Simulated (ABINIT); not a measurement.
# HfC (P1) in ABINIT: single point with BLYP

Aim: the single point of HfC with BLYP.

All numbers are computed with ABINIT 10.8.3 (patched build); they aren't measurements. Logs are shortened: lines on timing, memory, paths and dates and some standing lists are left out, and cuts for length are marked. The log counts tension as positive stress, the text compression.

### Step 1. The cell of the first run

The typed cell holds 4 atoms: a = 3.298 Å, b = 3.298 Å, c = 5.132 Å, α = 90.00°, β = 90.00°, γ = 120.00°.

The cell comes from a database or a generator and needn't be the stable form of this composition.

### Step 2. Single point, BLYP (cell squeezed)

Contents of run.abi:

```
# Pseudopotentials
pp_dirpath "./"
pseudos "Hf.upf, C.upf"

# Structure
acell 3.2976866462 3.2976866479 5.1323984344 Angstrom
rprim
     1.0000000000     0.0000000000     0.0000000000
    -0.5000000012     0.8660254031     0.0000000000
     0.0000000000     0.0000000000     1.0000000000
ntypat 2
znucl 72 6
natom 4
typat 1 1 2 2
xred
     0.6405123500     0.2843966400     0.7405891600
     0.3071790100     0.6177299800     0.2405891600
     0.0261543200     0.0489366900     0.0094108400
     0.0261543200     0.0489366900     0.5094108400
chkprim 0
chksymtnons 0
tolsym 1.0e-6

# Plane-wave basis
ecut 31.0

# k points
kptopt 1
ngkpt 7 7 4
nshiftk 1
shiftk 0.0 0.0 0.0

# Exchange and correlation
ixc -106131

# Bands and occupations
nband 20
occopt 3
tsmear 0.05 eV

# SCF cycle
nstep 100
tolvrs 1.0e-10

# Output
iomode 3
prtwf 0
prtden 0
prteig 0
prtebands 0
enunit 2
```

Potentials or basis: PseudoDojo NC SR PBE v0.4.1 standard.

On the command line:

```
$ abinit run.abi > log 2>&1
```

run.abo:

```text
.Version 10.8.3 of ABINIT
 Symmetries : space group P1 (#  1); Bravais aP (primitive triclinic)
================================================================================
 Values of the parameters that define the memory need of the present run
     intxc =       0    ionmov =       0      iscf =       7    lmnmax =       8
     lnmax =       8     mgfft =      50  mpssoang =       4    mqgrid =    3001
     natom =       4  nloc_mem =       1    nspden =       1   nspinor =       1
    nsppol =       1      nsym =       1    n1xccc =    2501    ntypat =       2
    occopt =       3   xclevel =       2
       mpw =        2704          nfft =       51200          nkpt =          99
================================================================================
================================================================================

--------------------------------------------------------------------------------
------------- Echo of variables that govern the present computation ------------
--------------------------------------------------------------------------------
 -outvars: echo values of preprocessed input variables --------
            acell      6.2317246104E+00  6.2317246136E+00  9.6988274101E+00 Bohr
              amu      1.78490000E+02  1.20110000E+01
          chkprim           0
      chksymtnons           0
             ecut      3.10000000E+01 Hartree
           enunit           2
                       outvar_i_n : Printing only first  50 k-points.
              ixc     -106131
                       outvar_i_n : Printing only first  50 k-points.
         kptrlatt        7    0    0      0    7    0      0    0    4
          kptrlen      3.87953096E+01
            natom           4
            nband          20
            ngfft          32      32      50
             nkpt          99
            nstep         100
             nsym           1
           ntypat           2
                       prtocc : prtvol=0, do not print more k-points.
           occopt           3
           prtden           0
        prtebands           0
           prteig           0
            prtwf           0
            rprim      1.0000000000E+00  0.0000000000E+00  0.0000000000E+00
                      -5.0000000120E-01  8.6602540310E-01  0.0000000000E+00
                       0.0000000000E+00  0.0000000000E+00  1.0000000000E+00
          spgroup           1
           tolsym      1.00000000E-06
           tolvrs      1.00000000E-10
           tsmear      1.83746611E-03 Hartree
            typat      1  1  2  2
                       outvars : Printing only first  50 k-points.
           xangst      1.6432835210E+00  8.1220279243E-01  3.8009986453E+00
                      -5.5598367013E-03  1.7641629477E+00  1.2347994281E+00
                       5.5598170081E-03  1.3975733423E-01  4.8300180482E-02
                       5.5598170081E-03  1.3975733423E-01  2.6144993977E+00
            xcart      3.1053558019E+00  1.5348408364E+00  7.1828464446E+00
                      -1.0506568670E-02  3.3337848125E+00  2.3334327396E+00
                       1.0506531455E-02  2.6410308578E-01  9.1274112944E-02
                       1.0506531455E-02  2.6410308578E-01  4.9406878180E+00
             xred      6.4051235000E-01  2.8439664000E-01  7.4058916000E-01
                       3.0717901000E-01  6.1772998000E-01  2.4058916000E-01
                       2.6154320000E-02  4.8936690000E-02  9.4108400000E-03
                       2.6154320000E-02  4.8936690000E-02  5.0941084000E-01
            znucl       72.00000    6.00000

================================================================================

 chkinp: Checking input parameters for consistency.

================================================================================
== DATASET  1 ==================================================================

--- !DatasetInfo
iteration_state: {dtset: 1, }
dimensions: {natom: 4, nkpt: 99, mband: 20, nsppol: 1, nspinor: 1, nspden: 1, mpw: 2704, }
cutoff_energies: {ecut:  31.0, pawecutdg:  -1.0, }
electrons: {nelect:   3.20000000E+01, charge:   0.00000000E+00, occopt:   3.00000000E+00, tsmear:   1.83746611E-03, }
meta: {optdriver: 0, ionmov: 0, optcell: 0, iscf: 7, paral_kgb: 0, }
...

 Real(R)+Recip(G) space primitive vectors, cartesian coordinates (Bohr,Bohr^-1):
 R(1)=  6.2317246  0.0000000  0.0000000  G(1)=  0.1604692  0.0926469  0.0000000
 R(2)= -3.1158623  5.3968318  0.0000000  G(2)=  0.0000000  0.1852939  0.0000000
 R(3)=  0.0000000  0.0000000  9.6988274  G(3)=  0.0000000  0.0000000  0.1031052
 Unit cell volume ucvol=  3.2618679E+02 bohr^3
 Angles (23,13,12)=  9.00000000E+01  9.00000000E+01  1.20000000E+02 degrees

 getcut: wavevector=  0.0000  0.0000  0.0000  ngfft=  32  32  50
[... 61 lines left out ...]
- [ -6.85980170E-06,  -1.67568371E-04,  -1.30477805E-03, ]
pressure_GPa:   2.7047E+01
xred      :
- [  6.4051E-01,   2.8440E-01,   7.4059E-01, Hf]
- [  3.0718E-01,   6.1773E-01,   2.4059E-01, Hf]
- [  2.6154E-02,   4.8937E-02,   9.4108E-03,  C]
- [  2.6154E-02,   4.8937E-02,   5.0941E-01,  C]
cartesian_forces: # hartree/bohr
- [  4.64768557E-03,   6.96501444E-02,   1.33609692E-02, ]
- [  2.09755530E-03,   1.03638749E-01,   1.61508415E-02, ]
- [ -3.06936126E-03,  -9.07639427E-02,  -2.03254813E-02, ]
- [ -3.67587961E-03,  -8.25249503E-02,  -9.18632945E-03, ]
force_length_stats: {min:   7.10722104E-02, max:   1.04910627E-01, mean:   8.80403466E-02, }
...

 Integrated electronic density in atomic spheres:
 ------------------------------------------------
 Atom  Sphere_radius  Integrated_density
    1        2.00000          8.51882223
    2        2.00000          8.53318022
    3        2.00000          4.01290425
    4        2.00000          4.00521723
================================================================================

 ----iterations are completed or convergence reached----

 Mean square residual over all n,k,spin=   19.465E-07; max=  88.383E-05
 reduced coordinates (array xred) for    4 atoms
       0.640512350000      0.284396640000      0.740589160000
       0.307179010000      0.617729980000      0.240589160000
       0.026154320000      0.048936690000      0.009410840000
       0.026154320000      0.048936690000      0.509410840000
 rms dE/dt=  2.8065E-01; max dE/dt=  4.8027E-01; dE/dt below (all hartree)
    1      -0.028963119208     -0.361409047866     -0.129587438088
    2      -0.013071409666     -0.552785683818     -0.156645927499
    3       0.019127391438      0.480273546130      0.197131631357
    4       0.022907046783      0.433919262376      0.089094920418

 cartesian coordinates (angstrom) at end:
    1      1.64328352097795     0.81220279243205     3.80099864531761
    2     -0.00555983670133     1.76416294765295     1.23479942811761
    3      0.00555981700808     0.13975733423004     0.04830018048239
    4      0.00555981700808     0.13975733423004     2.61449939768239

 cartesian forces (hartree/bohr) at end:
    1      0.00464768556948     0.06965014436032     0.01336096923434
    2      0.00209755530289     0.10363874864873     0.01615084148045
    3     -0.00306936125979    -0.09076394267880    -0.02032548126444
    4     -0.00367587961257    -0.08252495033025    -0.00918632945035
 frms,max,avg= 5.1337451E-02 1.0363875E-01   3.637E-09  9.119E-08  1.756E-07 h/b

 cartesian forces (eV/Angstrom) at end:
    1      0.23899360112460     3.58155442546087     0.68704866198326
    2      0.10786063039350     5.32931872979103     0.83050966097029
    3     -0.15783290191737    -4.66726958801153    -1.04517826977761
    4     -0.18902132960074    -4.24360356724038    -0.47238005317594
 frms,max,avg= 2.6398779E+00 5.3293187E+00   1.870E-07  4.689E-06  9.032E-06 e/A
 length scales=  6.231724610381  6.231724613594  9.698827410054 bohr
              =  3.297686646200  3.297686647900  5.132398434400 angstroms
 Fermi (or HOMO) energy (hartree) =   0.46610   Average Vxc (hartree)=  -0.45096
 Eigenvalues (hartree) for nkpt=  99  k points:
 kpt#   1, nband= 20, wtk=  0.00510, kpt=  0.0000  0.0000  0.0000 (reduced coord)
  -1.78963   -1.78613   -0.66052   -0.63667   -0.63579   -0.63263   -0.63072   -0.62848
  -0.01397    0.15124    0.21424    0.35067    0.35318    0.39586    0.40136    0.48612
   0.50525    0.52185    0.54507    0.55997
      occupation numbers for kpt#   1
   2.00000    2.00000    2.00000    2.00000    2.00000    2.00000    2.00000    2.00000
   2.00000    2.00000    2.00000    2.00000    2.00000    2.00000    2.00000    0.00004
   0.00000    0.00000    0.00000    0.00000
 prteigrs : prtvol=0 or 1, do not print more k-points.

 Fermi (or HOMO) energy (eV) =  12.68334   Average Vxc (eV)= -12.27116
 Eigenvalues (   eV  ) for nkpt=  99  k points:
 kpt#   1, nband= 20, wtk=  0.00510, kpt=  0.0000  0.0000  0.0000 (reduced coord)
 -48.69827  -48.60311  -17.97358  -17.32468  -17.30072  -17.21477  -17.16289  -17.10183
  -0.38011    4.11547    5.82978    9.54211    9.61055   10.77181   10.92163   13.22798
  13.74863   14.20034   14.83201   15.23754
 prteigrs : prtvol=0 or 1, do not print more k-points.

--- !EnergyTerms
iteration_state     : {dtset: 1, }
comment             : Components of total free energy in Hartree
kinetic             :  3.75944526261300E+01
hartree             :  1.33518725834010E+01
xc                  : -3.26393763521233E+01
Ewald energy        : -9.61296459920828E+01
psp_core            :  5.15194559590753E+00
local_psp           : -5.69876208622162E+01
non_local_psp       :  5.10418806899655E+00
internal            : -1.24554184331987E+02
'-kT*entropy'       : -2.63177713817069E-04
total_energy        : -1.24554447509701E+02
total_energy_eV     : -3.38929917984124E+03
band_energy         : -1.03445546017215E+01
...

 Cartesian components of stress tensor (hartree/bohr^3)
  sigma(1 1)= -7.30511979E-04  sigma(3 2)= -1.67568371E-04
  sigma(2 2)= -7.22681150E-04  sigma(3 1)= -6.85980170E-06
  sigma(3 3)= -1.30477805E-03  sigma(2 1)=  1.91699552E-06

-Cartesian components of stress tensor (GPa)         [Pressure=  2.7047E+01 GPa]
- sigma(1 1)= -2.14924044E+01  sigma(3 2)= -4.93003167E+00
- sigma(2 2)= -2.12620135E+01  sigma(3 1)= -2.01822334E-01
- sigma(3 3)= -3.83878956E+01  sigma(2 1)=  5.63999553E-02

== END DATASET(S) ==============================================================
================================================================================

 -outvars: echo values of variables after computation  --------
            acell      6.2317246104E+00  6.2317246136E+00  9.6988274101E+00 Bohr
           etotal     -1.2455444751E+02
            fcart      4.6476855695E-03  6.9650144360E-02  1.3360969234E-02
                       2.0975553029E-03  1.0363874865E-01  1.6150841480E-02
                      -3.0693612598E-03 -9.0763942679E-02 -2.0325481264E-02
                      -3.6758796126E-03 -8.2524950330E-02 -9.1863294503E-03
            rprim      1.0000000000E+00  0.0000000000E+00  0.0000000000E+00
                      -5.0000000120E-01  8.6602540310E-01  0.0000000000E+00
                       0.0000000000E+00  0.0000000000E+00  1.0000000000E+00
           strten     -7.3051197909E-04 -7.2268114950E-04 -1.3047780497E-03
                      -1.6756837057E-04 -6.8598016991E-06  1.9169955153E-06
           xangst      1.6432835210E+00  8.1220279243E-01  3.8009986453E+00
                      -5.5598367013E-03  1.7641629477E+00  1.2347994281E+00
                       5.5598170081E-03  1.3975733423E-01  4.8300180482E-02
                       5.5598170081E-03  1.3975733423E-01  2.6144993977E+00
             xred      6.4051235000E-01  2.8439664000E-01  7.4058916000E-01
                       3.0717901000E-01  6.1772998000E-01  2.4058916000E-01
                       2.6154320000E-02  4.8936690000E-02  9.4108400000E-03
                       2.6154320000E-02  4.8936690000E-02  5.0941084000E-01
 Calculation completed.
```

It took 3.8 min on 1 thread of Arm Neoverse V1, shared host; peak memory 0.14 GiB.

What came out:

```
Free energy                                           : -3389.2992 eV
Largest force                                         : 5.395 eV/Å
Band gap on the k mesh                                : none (metal or under the smearing width)
Valence electrons inside the program's atomic spheres : Hf 8.52, 8.53; C 4.01
```

Forces in eV/Å, atoms in the order of the input:
```
Hf   0.239  3.582  0.687
Hf   0.108  5.329  0.831
C   -0.158 -4.667 -1.045
C   -0.189 -4.244 -0.472
```

Caveat: the cutoff is too short for stress, so the log's stress isn't used; the potentials were made for another functional, which shifts forces and pressure.
